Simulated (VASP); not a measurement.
A VASP 6.6.1 single-point calculation on SnTe

INCAR

```
SIGMA = 0.02
ISIF = 2
EDIFF = 1E-7
ISYM = 0
MAGMOM = -3 -3
ISMEAR = -1
LWAVE = .FALSE.
ISPIN = 2
NELM = 120
ENCUT = 520
PREC = Accurate
NBANDS = 17
IBRION = -1
LASPH = .TRUE.
LCHARG = .FALSE.
NSW = 0
GGA = PE
LREAL = .FALSE.
```

KPOINTS

```
KPOINTS created by Atomic Simulation Environment
0
Gamma
4 4 4
0 0 0
```

POSCAR

```
Sn Te
 1.0000000000000000
     0.0000000000000000    3.5839840091999999    3.4764644889000000
     3.5839840091999999    0.0000000000000000    3.4764644889000000
     3.5839840091999999    3.5839840091999999    0.0000000000000000
 Sn  Te
   1   1
Cartesian
  0.0000000000000000  0.0000000000000000  0.0000000000000000
  1.7919920046000000  1.7919920046000000  1.7382322444500000
```

The recommended PBE PAW datasets give the neutral cell 20 valence electrons.

Command

```
mpirun -np 1 vasp_std
```

OSZICAR

```
N       E                     dE             d eps       ncg     rms          rms(c)
DAV:   1     0.126055843749E+03    0.12606E+03   -0.93004E+03  2449   0.122E+03
DAV:   2     0.751877240278E+01   -0.11854E+03   -0.11554E+03  2618   0.295E+02
DAV:   3    -0.431126629914E+01   -0.11830E+02   -0.11739E+02  3054   0.907E+01
DAV:   4    -0.467837295553E+01   -0.36711E+00   -0.36684E+00  2905   0.168E+01
DAV:   5    -0.469399258627E+01   -0.15620E-01   -0.15619E-01  3543   0.326E+00    0.172E+01
DAV:   6    -0.666121058387E+01   -0.19672E+01   -0.14364E+00  2655   0.818E+00    0.650E+00
DAV:   7    -0.706878078611E+01   -0.40757E+00   -0.56725E-01  2459   0.514E+00    0.228E+00
DAV:   8    -0.706795481591E+01    0.82597E-03   -0.25113E-02  2898   0.829E-01    0.134E+00
DAV:   9    -0.706790124577E+01    0.53570E-04   -0.27474E-03  3065   0.410E-01    0.488E-01
DAV:  10    -0.706851712122E+01   -0.61588E-03   -0.12567E-03  2664   0.256E-01    0.817E-02
DAV:  11    -0.706868450174E+01   -0.16738E-03   -0.18954E-04  2646   0.837E-02    0.427E-02
DAV:  12    -0.706876753116E+01   -0.83029E-04   -0.48535E-05  2738   0.379E-02    0.270E-02
DAV:  13    -0.706882589539E+01   -0.58364E-04   -0.56322E-05  2538   0.387E-02    0.108E-02
DAV:  14    -0.706883607903E+01   -0.10184E-04   -0.13242E-05  2827   0.203E-02    0.565E-03
DAV:  15    -0.706883758648E+01   -0.15074E-05   -0.11130E-06  2721   0.645E-03    0.399E-03
DAV:  16    -0.706883872669E+01   -0.11402E-05   -0.13455E-06  2566   0.604E-03    0.126E-03
DAV:  17    -0.706883881276E+01   -0.86070E-07   -0.50131E-08  2233   0.161E-03
   1 F= -.70688388E+01 E0= -.70679277E+01  d E =-.182226E-02  mag=     0.0000
```

It converged. Results: pressure 0.8 GPa; magnetic moment of the cell 0.00 μB.

These settings aren't sound, so the numbers aren't properties of the crystal.

On sound settings PBE gives a gap of 0.02 eV on its mesh and a pressure of 1.4 GPa for the intended cell.

The run took about 1.8 min on one core of a shared host (Intel Xeon Platinum 8488C) and held 0.33 GiB at most.
